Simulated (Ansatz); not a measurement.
Runs of Ansatz 0.2.0 on Cu. The structure is cubic, space group Fm-3m (No. 225). Conventional cell: a = 3.615 Å, b = 3.615 Å, c = 3.615 Å, α = 90.00°, β = 90.00°, γ = 90.00°. Cu (site symmetry m-3m) is surrounded by 12 Cu at 2.56 Å. 

| task | level | potentials or basis | spin | U | cell | k mesh | cutoff (eV) | smearing | driver | hubbard projectors | double counting | points for each segment of the path | atoms under strain | other keys | gap on the mesh (eV) | pressure (GPa) |
| --- | --- | --- | --- | --- | --- | --- | --- | --- | --- | --- | --- | --- | --- | --- | --- | --- |
| density of states | PBE0+D4+U | as the typed override names | non-collinear, program default start, SOC | Cu d U_eff = 1.0 eV | as given | 9 × 9 × 9 | 420 | gaussian 0.02 eV | chain | ortho-atomic (the default) | fll (the default) | - | - | hamiltonian.pseudopotentials = kind paw_fr; … | none | -4.6 |
| band structure | LDA | Ansatz PAW polarizable | off | - | as given | 13 × 13 × 13 | 420 | tetrahedron | chain | - | - | 14 | - | scf.occupations.width = left out; … | none | -12.6 |
| elastic constants | r2SCAN | Ansatz PAW | off | - | as given | 11 × 11 × 11 | 500 | fermi-dirac 0.05 eV | - | - | - | - | relaxed | - | none | (b) |
| relaxation of cell and atoms | r2SCAN | Ansatz PAW | off | - | relaxed | 13 × 13 × 13 | 500 | fermi-dirac 0.05 eV | - | - | - | - | - | - | none | 0.0 |
| band structure | BPBE | Ansatz PAW | off | - | as given | 13 × 13 × 13 | 420 | fermi-dirac 0.05 eV | - | - | - | 14 | - | - | none | (a) |
| single point | PBE | Ansatz PAW | off | - | as given | 13 × 13 × 13 | 600 | fermi-dirac 0.05 eV | - | - | - | - | - | - | none | 1.6 |

Q: Fill in the values left out.

A: (a) 1.5; (b) -5.1.

Caveats: the PAW data sets come from PBE, with cores solved anew for the run's functional, which leaves a small shift of forces and pressure (some runs); pairwise dispersion overbinds metals, which lowers pressure and volume (some runs); the U is typed as a test and isn't derived for this compound (some runs); the thresholds are loose for stress (some runs); with tetrahedron occupations forces and stress needn't match the slope of the energy (some runs); the cell is more than 3 GPa from zero pressure, which shifts response properties (some runs); elastic constants of metals need much finer meshes, so these are rough (some runs).

A gap of «none» marks a metal or a gap under the smearing width.
